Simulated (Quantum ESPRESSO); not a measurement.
## Sb under changes of volume

One of the cells (31.554 Å³/atom); the others are scaled copies at fixed shape and fractional positions:

```
CELL_PARAMETERS angstrom
3.16000 0.00000 0.00000
0.00000 3.16000 0.00000
0.00000 0.00000 3.16000
ATOMIC_POSITIONS crystal
Sb 0.00000 0.00000 0.00000
```

This isn't the form of Sb at room conditions, which is rhombohedral.

| Property | Result |
| --- | --- |
| Program | Quantum ESPRESSO 7.5 |
| Functional | r2SCAN |
| Potentials or basis | SG15 PBE 1.2 |
| Cutoff | 952 eV |
| Density cutoff | 3810 eV |
| k mesh | 6 × 6 × 6 |
| Occupations | fermi-dirac, width 0.05 eV |
| Spin | no spin polarisation |

| volume (Å³/atom) | energy over the lowest point (meV/atom) | pressure (GPa) |
| --- | --- | --- |
| 29.661 | 0.00 | -0.8 |
| 30.292 | 4.50 | -1.8 |
| 30.923 | 13.09 | -2.8 |
| 31.554 | 25.56 | -3.7 |
| 32.186 | 41.55 | -4.5 |
| 32.817 | 60.60 | -5.2 |
| 33.448 | ? | ? |

**Question.** What does the run at 33.448 Å³/atom give?

**Answer.** Energy over the lowest point 82.31 meV/atom; pressure -5.8 GPa.

Worked out: A Birch-Murnaghan fit of order 3 (a polynomial in V^(-2/3)) to the other rows has its minimum at 29.36 Å³/atom, just outside them, with B0 = V·E''(V) = 57 GPa and B' = 3.4. It gives 82.57 meV/atom at 33.448 Å³/atom, against the run's 82.31, and -dE/dV = -5.9 GPa, against -5.8.

Energies are extrapolated to zero smearing.

Caveats: the potentials were made for another functional, which shifts forces and pressure.
